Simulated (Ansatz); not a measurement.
The elements of this relaxed trial crystal are hidden behind letters.

```
lattice vectors (Å)
   0.0000    3.5079    3.5079
   3.5079    0.0000    3.5079
   3.5079    3.5079    0.0000
fractional positions
X 0.5000 0.5000 0.5000
Z 0.0000 0.0000 0.0000
```

All numbers below come from DFT PBE, scalar-relativistic, plane waves, PAW in Ansatz 0.2.0. The final run on the 4-atom cell used 420 eV, a Γ-centred 6×6×4 mesh, 0.02 eV smearing and no spin polarisation.

```
Space group                              : Fm-3m (No. 225)
Conventional cell                        : a = 7.016 Å
Volume per atom                          : 43.17 Å³
Density                                  : 3.18 g/cm³
Energy over the elements                 : −1.770 eV/atom
Gap on the 6×6×4 mesh of the 4-atom cell : 4.19 eV
```

Energies are uncorrected and count from the elements' standard states at the same level.

Question: X is an s-block element of period 5 and Z is a p-block element of period 4. Which elements are they?

Answer: X = Rb, Z = Br, so the formula is RbBr, here in the rock salt type. Density times volume gives a mean mass of 3.18 × 43.17/1.6605 = 82.7 u per atom, and this set has 82.7 u. Among the elements that the hints allow, noble gases aside, only these give it. Around Rb lie 6 Br at 3.51 Å; around Br lie 6 Rb at 3.51 Å.

The end has P2_1/m (No. 11) at a tolerance of 0.01 Å; the cell shown is made exact in the group found at 0.02 Å. Kohn–Sham gaps at this level usually fall short of measured ones. A later test with randomly moved atoms came back to the same energy, though modes that don't fit the test's cell weren't probed.
